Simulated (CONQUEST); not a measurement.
Crystal: SnTe.

```
Te Sn
1.0
     4.45597    0.00000    0.00000
     0.00000    4.45597    0.00000
     0.00000    0.00000    6.30170
Te Sn
2 2
Direct
  0.00000 0.00000 0.50000
  0.50000 0.50000 0.00000
  0.00000 0.00000 0.00000
  0.50000 0.50000 0.50000
```

Base run:

* Program: CONQUEST 1.3
* Functional: PBE
* Potentials or basis: PseudoDojo NC PBE, DZP, grid cutoff 120 Ha
* k mesh: 6 × 6 × 4
* Occupations: fermi-dirac, width 0.05 eV
* Spin: no spin polarisation

Its results: band gap on the k mesh none (metal or under the smearing width); pressure 2.6 GPa.

After a change of settings the same cell gave: band gap on the k mesh none (metal or under the smearing width); pressure 4.6 GPa. Which change was it?
A. potentials or basis from PseudoDojo NC PBE, DZP, grid cutoff 120 Ha to PseudoDojo NC PBE, DZ, grid cutoff 120 Ha
B. potentials or basis from PseudoDojo NC PBE, DZP, grid cutoff 120 Ha to PseudoDojo NC PBE, SZ, grid cutoff 120 Ha
C. potentials or basis from PseudoDojo NC PBE, DZP, grid cutoff 120 Ha to PseudoDojo NC PBE, SZP, grid cutoff 120 Ha

A.

Caveats: the basis of atomic orbitals isn't converged, which shifts pressures, moduli and gaps; the real-space grid breaks the cell's symmetry a little; the atomic basis is small (some runs).
